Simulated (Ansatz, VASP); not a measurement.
**SiC: VASP beside Ansatz**

INCAR

```
SYSTEM = SiC
PREC     = Accurate       ! precision mode
ENCUT    = 600            ! plane-wave cutoff, eV
EDIFF    = 1E-6           ! SCF threshold, eV
ISMEAR   = 0              ! smearing method
SIGMA    = 0.02           ! smearing width, eV
LREAL    = .False.        ! projectors in reciprocal space
LASPH    = .True.         ! aspherical terms in the spheres
NELM     = 100            ! most SCF steps
ALGO     = Normal         ! electronic algorithm
ISIF     = 3              ! what is computed and relaxed
LWAVE    = .False.        ! write WAVECAR
LCHARG   = .False.        ! write CHGCAR
GGA      = PE             ! functional
IBRION   = 2              ! ionic algorithm
NSW      = 100            ! ionic steps
EDIFFG   = -0.005         ! ionic threshold
```

The input KPOINTS:

```
Automatic mesh
0
Gamma
  10 10 10
  0 0 0
```

Contents of POSCAR:

```
SiC
1.0
    0.0000000000      2.1769966238      2.1769966238
    2.1769966238      0.0000000000      2.1769966238
    2.1769966238      2.1769966238      0.0000000000
Si C
1 1
Direct
    0.2500000000      0.2500000000      0.2500000000
    0.0000000000      0.0000000000      0.0000000000
```

Input for Ansatz:

```yaml
crystal:
  lattice:
    - [0.0, 2.1769966238, 2.1769966238]
    - [2.1769966238, 0.0, 2.1769966238]
    - [2.1769966238, 2.1769966238, 0.0]
  atoms:
    - { symbol: Si, position: [0.25, 0.25, 0.25] }
    - { symbol: C, position: [0.0, 0.0, 0.0] }
basis:
  ecutwfc: 420
kpoints:
  mp_grid: { grid: [10, 10, 10] }
hamiltonian:
  xc: pbe
scf:
  occupations: { method: gaussian, width: 0.02 }
output:
  forces: true
  stress: true
  eigenvalues: true
relax:
  adjacent_minimum: "off"
  f_tol: 0.005
  max_steps: 80
  cell: { stress_tol: 0.05 }
```

The cell is a database's computed one.

Alike in both runs: task relaxation of cell and atoms; functional PBE; k mesh 10 × 10 × 10; occupations gaussian, width 0.02 eV; no spin polarisation.

|  | VASP | Ansatz |
| --- | --- | --- |
| version | VASP 6.6.1 | Ansatz 0.2.0 |
| potentials or method | VASP PAW PBE potentials, release 64 (Si, C) | scalar-relativistic, plane waves, PAW |
| plane-wave cutoff (eV) | 600 | 420 |
| valence electrons in the cell | 8 | 8 |

VASP gave:

```
gap on the k mesh at the Fermi level, each at its own relaxed structure (eV) : 1.37
relaxed volume (Å³/atom)                                                     : 10.49
relaxed cell length with the largest relative difference (Å)                 : 3.096
energy change over the relaxation (meV/atom)                                 : -2
```

Question: Which values does Ansatz return?

Answer: gap on the k mesh at the Fermi level, each at its own relaxed structure (eV): 1.37; relaxed volume (Å³/atom): 10.50; relaxed cell length with the largest relative difference (Å): 3.097; energy change over the relaxation (meV/atom): -2.

A k mesh can miss the band edges. Expect the measured gap to be larger: semilocal functionals such as PBE lack the derivative discontinuity.
